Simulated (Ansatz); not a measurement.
## Au: strain energy, fitted

Au, Fm-3m, a = 4.084 Å. Ansatz: PBEsol, PAW, 420 eV, Γ-centred 18×18×14 mesh on 2 atoms, Gaussian smearing 0.10 eV; no spin polarisation. Series: strain along c alone, the other axes held, atoms fixed by symmetry; x is the strain in per cent. The axes a, b, c are those of the computed cell (2.888, 2.888, 4.084 Å), along [1 1 0], [-1 1 0], [0 0 1] of the cell named above. y is the free energy over the unstrained cell, V0 = 17.026 Å³/atom.

| x (%) | y (meV/atom) |
| --- | --- |
| -3.0 | ? |
| -2.0 | 3.46 |
| -1.0 | 0.63 |
| 0.0 | 0.00 |
| 1.0 | 1.45 |
| 2.0 | 4.85 |
| 3.0 | 10.03 |

**Question.** Fit y = c2 x² + c3 x³ to the other rows, turn c2 into a modulus, and predict the missing energy.

**Answer.** Least squares on the rows shown. y = 0.9858 x² + 0.05028 x³. In eV per unit strain² c2 is 9.858; this is C33 with relaxed ions (E = ½ C33 V0 ε²): 2 × 9.858 × 160.2 / (17.026) = 186 GPa. The unstrained cell keeps some stress along the strain, worth a slope of 0.43 meV/atom per %, which the form leaves out. With a term in x⁴ added, the coefficient of x² becomes 1.173, 19 % more, which shows how far this figure hangs on the form. At x = -3.0 the fit asked for gives 7.51 meV/atom. The run gave 8.68 meV/atom, so the fit is 1.17 meV/atom too low, 12 % of the span of the series, against an rms of 0.34 meV/atom on the fitted rows. The row lies outside the fitted range. With a term in x⁴ added, a fit to the same known rows predicts 5.23 meV/atom, further off still.

Spin–orbit coupling is left out, which can shift energies with elements as heavy as these.

Cost: 7 runs of about 1.3 core-minutes in all, on Arm Neoverse V2 (shared hosts).